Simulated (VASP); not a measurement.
# AlGa3N2 (P6/mmm) in VASP: a series of runs

The runs below take AlGa3N2 through relaxation of cell and atoms, with PBE.

All numbers are computed with VASP 6.6.1; they aren't measurements. Logs are shortened: lines on timing, memory, paths and dates and some standing lists are left out, and cuts for length are marked.

## (1) Starting point

Symmetry: P6/mmm, No. 191, hexagonal system. Conventional cell: a = 5.478 Å, b = 5.478 Å, c = 3.336 Å, α = 90.00°, β = 90.00°, γ = 120.00°. Al (site symmetry 6/mmm) has 6 N at 3.16 Å and 12 Ga at 3.21 Å and 2 Al at 3.34 Å as nearest neighbours. Ga (site symmetry mmm) has 4 N at 2.30 Å as nearest neighbours. N (site symmetry -6m2) has 6 Ga at 2.30 Å as nearest neighbours.

The cell was built by a generator and needn't be a form met in nature.

## (2) Relaxation of cell and atoms, PBE

Contents of INCAR:

```
SYSTEM = AlGa3N2
ALGO     = Fast           ! electronic algorithm
EDIFF    = 1E-4           ! SCF threshold, eV
EDIFFG   = -0.08          ! ionic threshold
ENCUT    = 520            ! plane-wave cutoff, eV
GGA      = PE             ! functional
IBRION   = 2              ! ionic algorithm
ISIF     = 3              ! what is computed and relaxed
ISMEAR   = 0              ! smearing method
KPAR     = 2            
LASPH    = .TRUE.         ! aspherical terms in the spheres
LCHARG   = .FALSE.        ! write CHGCAR
LREAL    = .FALSE.        ! projectors in reciprocal space
LWAVE    = .FALSE.        ! write WAVECAR
NELM     = 60             ! most SCF steps
NSW      = 24             ! ionic steps
PREC     = Normal         ! precision mode
SIGMA    = 0.15           ! smearing width, eV
```

Contents of KPOINTS:

```
k-points
0
G
  3 3 4
  0 0 0
```

Contents of POSCAR:

```
AlGa3N2
1.0
    5.4781885800      0.0000000000      0.0000000000
   -2.7390942900      4.7442504800      0.0000000000
    0.0000000000      0.0000000000      3.3357669700
Al Ga N
1 3 2
Direct
    0.0000000000      0.0000000000      0.0000000000
    0.5000000000      0.0000000000      0.5000000000
    0.5000000000      0.5000000000      0.5000000000
    0.0000000000      0.5000000000      0.5000000000
    0.3333333300      0.6666666700      0.0000000000
    0.6666666700      0.3333333300      0.0000000000
```

Potentials or basis: VASP PAW PBE potentials, release 64 (Al, Ga_d, N).

Launch:

```console
$ cat potpaw_PBE.64/Al/POTCAR potpaw_PBE.64/Ga_d/POTCAR potpaw_PBE.64/N/POTCAR > POTCAR
$ mpirun -np 2 vasp_std > vasp.out
```

OUTCAR:

```text
SYSTEM = AlGa3N2
   EDIFF = 1E-4
   EDIFFG = -0.08
   ENCUT = 520
   GGA = PE
   IBRION = 2
   ISIF = 3
   ISMEAR = 0
   LASPH = .TRUE.
   LREAL = .FALSE.
   NELM = 60
   NSW = 24
   PREC = Normal

 ion  position               nearest neighbor table
   1  0.000  0.000  0.000-
   2  0.500  0.000  0.500-   5 2.30   6 2.30   5 2.30   6 2.30   3 2.74   4 2.74   3 2.74   4 2.74

   3  0.500  0.500  0.500-   5 2.30   6 2.30   5 2.30   6 2.30   4 2.74   4 2.74   2 2.74   2 2.74

   4  0.000  0.500  0.500-   5 2.30   6 2.30   5 2.30   6 2.30   3 2.74   3 2.74   2 2.74   2 2.74

   5  0.333  0.667  0.000-   4 2.30   4 2.30   2 2.30   2 2.30   3 2.30   3 2.30
   6  0.667  0.333  0.000-   4 2.30   4 2.30   2 2.30   2 2.30   3 2.30   3 2.30

  LATTYP: Found a hexagonal cell.
 ALAT       =     5.4781885800
 C/A-ratio  =     0.6089178788

  Lattice vectors:

 A1 = (   5.4781885800,   0.0000000000,   0.0000000000)
 A2 = (  -2.7390942900,   4.7442504800,   0.0000000000)
 A3 = (   0.0000000000,   0.0000000000,   3.3357669700)

Analysis of symmetry for initial positions (statically):
=====================================================================
 Subroutine PRICEL returns:
 Original cell was already a primitive cell.

 Routine SETGRP: Setting up the symmetry group for a
 hexagonal supercell.

 Subroutine GETGRP returns: Found 24 space group operations
 (whereof 24 operations were pure point group operations)
 out of a pool of 24 trial point group operations.

The static configuration has the point symmetry D_6h.

Analysis of symmetry for dynamics (positions and initial velocities):
=====================================================================
 Subroutine PRICEL returns:
 Original cell was already a primitive cell.

 Routine SETGRP: Setting up the symmetry group for a
 hexagonal supercell.

 Subroutine GETGRP returns: Found 24 space group operations
 (whereof 24 operations were pure point group operations)
 out of a pool of 24 trial point group operations.

The dynamic configuration has the point symmetry D_6h.

 Subroutine INISYM returns: Found 24 space group operations
 (whereof 24 operations are pure point group operations),
 and found     1 'primitive' translations

----------------------------------------------------------------------------------------

                                     Primitive cell

  volume of cell :      86.6962

  direct lattice vectors                    reciprocal lattice vectors
     5.478188580  0.000000000  0.000000000     0.182542091  0.105390725  0.000000000
    -2.739094290  4.744250480  0.000000000     0.000000000  0.210781451  0.000000000
     0.000000000  0.000000000  3.335766970     0.000000000  0.000000000  0.299781132

  length of vectors
     5.478188580  5.478188583  3.335766970     0.210781451  0.210781451  0.299781132

  position of ions in fractional coordinates (direct lattice)
     0.000000000  0.000000000  0.000000000
     0.500000000  0.000000000  0.500000000
     0.500000000  0.500000000  0.500000000
     0.000000000  0.500000000  0.500000000
     0.333333330  0.666666670  0.000000000
     0.666666670  0.333333330  0.000000000

  ion indices of the primitive-cell ions
   primitive index   ion index
                 1           1
                 2           2
                 3           3
                 4           4
                 5           5
                 6           6

----------------------------------------------------------------------------------------

 KPOINTS: k-points

Automatic generation of k-mesh.
 Grid dimensions read from file:
 generate k-points for:    3    3    4

 Generating k-lattice:

  Cartesian coordinates                     Fractional coordinates (reciprocal lattice)
     0.060847364  0.035130242  0.000000000     0.333333333  0.000000000  0.000000000
     0.000000000  0.070260484  0.000000000     0.000000000  0.333333333  0.000000000
     0.000000000  0.000000000  0.074945283     0.000000000  0.000000000  0.250000000

  Length of vectors
     0.070260484  0.070260484  0.074945283

  Shift w.r.t. Gamma in fractional coordinates (k-lattice)
     0.000000000  0.000000000  0.000000000

 Subroutine IBZKPT returns following result:
 ===========================================

 Found      9 irreducible k-points:

 Following reciprocal coordinates:
            Coordinates               Weight
  0.000000  0.000000  0.000000      1.000000
  0.333333  0.000000  0.000000      6.000000
  0.333333  0.333333  0.000000      2.000000
  0.000000  0.000000  0.250000      2.000000
  0.333333  0.000000  0.250000     12.000000
  0.333333  0.333333  0.250000      4.000000
  0.000000  0.000000  0.500000      1.000000
  0.333333  0.000000  0.500000      6.000000
  0.333333  0.333333  0.500000      2.000000
   k-points           NKPTS =      9   k-points in BZ     NKDIM =      9   number of bands    NBANDS=     31
   number of dos      NEDOS =    301   number of ions     NIONS =      6
   total plane-waves  NPLWV =  20480
   dimension x,y,z NGX =    32 NGY =   32 NGZ =   20
   dimension x,y,z NGXF=    64 NGYF=   64 NGZF=   40
   ions per type =               1   3   2
   NGX,Y,Z   is equivalent  to a cutoff of   9.71,  9.71,  9.97 a.u.
   NGXF,Y,Z  is equivalent  to a cutoff of  19.42, 19.42, 19.93 a.u.
 SYSTEM =  AlGa3N2
   PREC   = normal    normal or accurate (medium, high low for compatibility)
   ISTART =      0    job   : 0-new  1-cont  2-samecut
   ICHARG =      2    charge: 1-file 2-atom 10-const
   ISPIN  =      1    spin polarized calculation?
   LNONCOLLINEAR =      F non collinear calculations
   LSORBIT =      F    spin-orbit coupling
   LASPH  =      T    aspherical Exc in radial PAW
   ENCUT  =  520.0 eV  38.22 Ry    6.18 a.u.  10.19 10.19  6.20*2*pi/ulx,y,z
   NELM   =     60;   NELMIN=  2; NELMDL= -5     # of ELM steps
   EDIFF  = 0.1E-03   stopping-criterion for ELM
   LREAL  =      F    real-space projection
   EDIFFG = -.8E-01   stopping-criterion for IOM
   NSW    =     24    number of steps for IOM
   IBRION =      2    ionic relax: 0-MD 1-quasi-New 2-CG
   NFREE  =      1    steps in history (QN), initial steepest desc. (CG)
   ISIF   =      3    stress and relaxation
   ISYM   =      2    0-nonsym 1-usesym 2-fastsym
   POTIM  = 0.5000    time-step for ionic-motion
   TEBEG  =    0.0;   TEEND  =   0.0 temperature during run
   PSTRESS=    0.0 pullay stress
   NELECT =      52.0000    total number of electrons
   NUPDOWN=      -1.0000    fix difference up-down
   EMIN   =  10.00;   EMAX   =-10.00  energy-range for DOS
   EFERMI =   0.00;   METHOD = LEGACY
   ISMEAR =     0;   SIGMA  =   0.15  broadening in eV -4-tet -1-fermi 0-gaus
   EFERMI_NEDOS =   21; number of points for ismear=-14 and -15
   IALGO  =     68    algorithm
   IMIX   =      4    mixing-type and parameters
     AMIX     =   0.40;   BMIX     =  1.00
     AMIX_MAG =   1.60;   BMIX_MAG =  1.00
  volume/ion in A,a.u.               =      14.45        97.51
  Fermi-wavevector in a.u.,A,eV,Ry     =   1.380625  2.609004 25.934424  1.906126
  Thomas-Fermi vector in A             =   2.505485
   LORBIT       =      0    0 simple, 1 ext, 2 COOP (PROOUT), +10 PAW based schemes
   GGA     = PE    functional components
   LHFCALC =     F    Hartree Fock is set to
   AEXX    =    0.0000 exact exchange contribution
   IVDW    =     0    specifies the selected vdW correction
   LEPSILON=     F    determine dielectric tensor
   LRPA    =     F    only Hartree local field effects (RPA)
 conjugate gradient relaxation of ions
 non-spin polarized calculation
 RMM-DIIS sequential band-by-band and
 Gauss-broadening in eV      SIGMA  =   0.15
  energy-cutoff  :      520.00
  volume of cell :       86.70
 maximum number of plane-waves:      2352
   NGX = 21   NGY = 21   NGZ = 13

--------------------------------------- Ionic step        1  -------------------------------------------

 number of electron      51.9999967 magnetization

 Free energy of the ion-electron system (eV)
  ---------------------------------------------------
  ext. energy  EPLUGINS =         0.00000000
  ---------------------------------------------------
  free energy    TOTEN  =       -24.82024451 eV

  energy without entropy =      -24.80105382  energy(sigma->0) =      -24.81064917

------------------------ aborting loop because EDIFF is reached ----------------------------------------

  FORCE on cell =-STRESS in cart. coord.  units (eV):
  Direction    XX          YY          ZZ          XY          YZ          ZX
  --------------------------------------------------------------------------------------
  -------------------------------------------------------------------------------------
  Total        0.7343398      0.7343398     -7.7554979      0.0000000      0.0000000      0.0000000
  in kB       13.5708604     13.5708605   -143.3243476      0.0000000      0.0000000      0.0000000
  external PRESSURE =     -38.7275422 kB  Pullay stress =       0.0000000 kB
[... 101 lines left out ...]
  FREE ENERGIE OF THE ION-ELECTRON SYSTEM (eV)
  ---------------------------------------------------
  free  energy   TOTEN  =       -24.0389983840 eV

  energy  without entropy=      -24.0036273695  energy(sigma->0) =      -24.02131288

[... ionic steps 4 to 8 ...]

--------------------------------------- Ionic step        9  -------------------------------------------

 number of electron      51.9999991 magnetization

------------------------ aborting loop because EDIFF is reached ----------------------------------------

  FORCE on cell =-STRESS in cart. coord.  units (eV):
  Direction    XX          YY          ZZ          XY          YZ          ZX
  --------------------------------------------------------------------------------------
  -------------------------------------------------------------------------------------
  Total        2.0583784      2.0583784      4.0320427      0.0000000     -0.0000000      0.0000000
  in kB       42.4954379     42.4954380     83.2419451      0.0000000     -0.0000000      0.0000000
  external PRESSURE =      56.0776070 kB  Pullay stress =       0.0000000 kB
[... 65 lines left out ...]
  energy  without entropy=      -25.8802640801  energy(sigma->0) =      -25.89349426

--------------------------------------- Ionic step       11  -------------------------------------------

 number of electron      52.0000142 magnetization

 Free energy of the ion-electron system (eV)
  ---------------------------------------------------
  ext. energy  EPLUGINS =         0.00000000
  ---------------------------------------------------
  free energy    TOTEN  =       -25.90781149 eV

  energy without entropy =      -25.88115953  energy(sigma->0) =      -25.89448551

 E-fermi :   6.7296     XC(G=0): -11.3755

 val. band max:        6.6126431797   @ k =   0.3333   0.0000   0.2500
 cond. band min:       6.7454043470   @ k =   0.0000   0.0000   0.2500
 fundamental gap:      0.1327611673
 Fermi energy:         6.7295649687

 k-point     1 :       0.0000    0.0000    0.0000
  band No.  band energies     occupation
      1     -10.3789      2.00000
      2      -8.5290      2.00000
      3      -8.4844      2.00000
      4      -8.4756      2.00000
      5      -8.4756      2.00000
      6      -8.4390      2.00000
[... 328 lines left out ...]
  FREE ENERGIE OF THE ION-ELECTRON SYSTEM (eV)
  ---------------------------------------------------
  free  energy   TOTEN  =       -25.9078114941 eV

  energy  without entropy=      -25.8811595322  energy(sigma->0) =      -25.89448551

 reached required accuracy - stopping structural energy minimisation
```

It took 58 s on 2 MPI ranks of Intel Xeon Platinum 8488C (Sapphire Rapids), shared host; peak memory 0.16 GiB.

What came out:

| Property | Result |
| --- | --- |
| Free energy | -25.9078 eV |
| Relaxed volume | 13.60 Å³/atom |
| Relaxed cell | a = 5.732 Å, b = 5.732 Å, c = 2.867 Å, α = 90.00°, β = 90.00°, γ = 120.00° |
| Space group after relaxing (to 0.05 Å) | P6/mmm (No. 191) |
| Energy gained by relaxing | 181.3 meV/atom |
| Ionic steps | 11 |
| Pressure after relaxing | 0.2 GPa |
| Band gap on the k mesh | none (metal or under the smearing width) |

Stress tensor (GPa, compression positive):
```
 0.60  0.00  0.00
 0.00  0.60  0.00
 0.00  0.00 -0.61
```

Step by step:
| step | energy change (eV) | largest force (eV/Å) | pressure (GPa) | volume (Å³) |
| --- | --- | --- | --- | --- |
| 1 | 0.0000 | 0.0000 | -3.87 | 86.70 |
| 2 | -0.4891 | 0.0000 | -0.56 | 82.25 |
| 3 | 0.7812 | 0.0000 | 31.65 | 68.18 |
| 4 | -0.7720 | 0.0000 | 2.01 | 79.49 |
| 5 | -0.8239 | 0.0000 | 12.47 | 73.92 |
| 6 | -0.9347 | 0.0000 | 5.60 | 76.76 |
| 7 | -0.9390 | 0.0000 | 7.68 | 76.08 |
| 8 | -0.9359 | 0.0000 | 4.54 | 79.20 |
| 9 | -1.0156 | 0.0000 | 5.61 | 77.61 |
| 10 | -1.0865 | 0.0000 | -0.05 | 81.89 |
| 11 | -1.0876 | 0.0000 | 0.20 | 81.58 |

Final structure:
```cif
data_structure
_symmetry_space_group_name_H-M 'P 1'
_symmetry_Int_Tables_number 1
_cell_length_a 5.7315
_cell_length_b 5.7315
_cell_length_c 2.8674
_cell_angle_alpha 90.000
_cell_angle_beta 90.000
_cell_angle_gamma 120.000
_cell_volume 81.58
loop_
_atom_site_label
_atom_site_type_symbol
_atom_site_fract_x
_atom_site_fract_y
_atom_site_fract_z
_atom_site_occupancy
Al1 Al 0.00000 0.00000 0.00000 1
Ga1 Ga 0.50000 0.00000 0.50000 1
Ga2 Ga 0.50000 0.50000 0.50000 1
Ga3 Ga 0.00000 0.50000 0.50000 1
N1 N 0.33333 0.66667 0.00000 1
N2 N 0.66667 0.33333 0.00000 1
```

Caveat: the k mesh is coarse (spacing up to 0.47 Å⁻¹), so the values aren't converged; the relaxation stopped at a loose force limit of 0.08 eV/Å, so its end isn't a converged minimum.

[end of part 1 of 3]
